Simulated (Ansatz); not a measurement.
## S under changes of volume

One of the cells (23.774 Å³/atom); the others are scaled copies at fixed shape and fractional positions:

```
S
1.0
     5.67805    0.00000    0.00000
     0.00000    5.67805    0.00000
     0.00000    0.00000    2.94962
S
4
Direct
  0.61661 0.38339 0.00000
  0.38339 0.61661 0.00000
  0.11661 0.11661 0.50000
  0.88339 0.88339 0.50000
```

This isn't the form of S at room conditions, which is orthorhombic, of S8 rings.

| Quantity | Value |
| --- | --- |
| Program | Ansatz 0.2.0 |
| Functional | PBE |
| Potentials or basis | Ansatz PAW |
| Cutoff | 420 eV (not typed: the program's choice for these potentials) |
| k mesh | 5 × 5 × 9 |
| Occupations | fermi-dirac, width 0.05 eV |
| Spin | no spin polarisation |

```csv
volume (Å³/atom),energy over the lowest point (meV/atom),pressure (GPa),largest force (eV/Å)
22.348,?,?,?
22.823,32.04,5.4,1.705
23.299,18.36,3.9,1.264
23.774,8.72,2.6,0.856
24.250,2.72,1.5,0.475
24.725,0.00,0.4,0.122
25.201,0.25,-0.5,0.207
```

Q: What does the run at 22.348 Å³/atom give?

A: Energy over the lowest point 50.20 meV/atom; pressure 7.0 GPa; largest force 2.178 eV/Å.

Worked out: A Birch-Murnaghan fit of order 3 (a polynomial in V^(-2/3)) to the other rows has its minimum at 24.92 Å³/atom with B0 = V·E''(V) = 50 GPa and B' = 4.3 at fixed shape and positions, which overstates the stiffness. It gives 50.16 meV/atom at 22.348 Å³/atom, against the run's 50.20, and -dE/dV = 6.9 GPa, against 7.0.

Energies are extrapolated to zero smearing.

Caveats: forces of over 1 eV/Å show positions far from the minimum, so gaps and moduli don't describe the material at rest (some runs).
